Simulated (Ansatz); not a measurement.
**ZnSe: ideal fracture toughness from elastic constants and surface energies**

Plane-wave DFT in Ansatz with scalar-relativistic PAW potentials. The crystal relaxes under PBE to F-43m with a = 5.732 Å, 23.54 Å³/atom. No spin polarisation.

Elastic constants with relaxed ions (PBEsol, cell F-43m with a = 5.633 Å, 420 eV, 8×8×8 k points) give Hill averages B = 65 GPa, G = 29 GPa, E = 76 GPa and ν = 0.307. Slabs with like faces (r2SCAN) give, in J/m²:
| face, outer plane | planes | as cut | relaxed |
| --- | --- | --- | --- |
| (110) ZnSe | 6 | 0.79 | 0.42 |

Task: Estimate the Griffith toughness for cleavage on the cheapest of these faces, and the stress that breaks a crystal with an inner crack of half-length 1 μm.

Result: The cheapest face computed is (110) ZnSe, γ = 0.42 J/m². A crack makes two faces, so G_c = 2γ = 0.85 J/m². In plane strain K_Ic = √(2γE/(1 − ν²)) = 0.27 MPa √m (0.36 with the unrelaxed γ). With σ_f = K_Ic/√(πa) and a = 1 μm the crystal breaks at 150 MPa. The estimate takes isotropic averages for a single crystal and only the faces computed, and it counts no plastic work. Zener's ratio is 2.21, so the isotropic E is rough for this face. Pugh's ratio G/B = 0.44 is under 0.5, but the rule was drawn from metals and doesn't promise ductility in a crystal with a gap.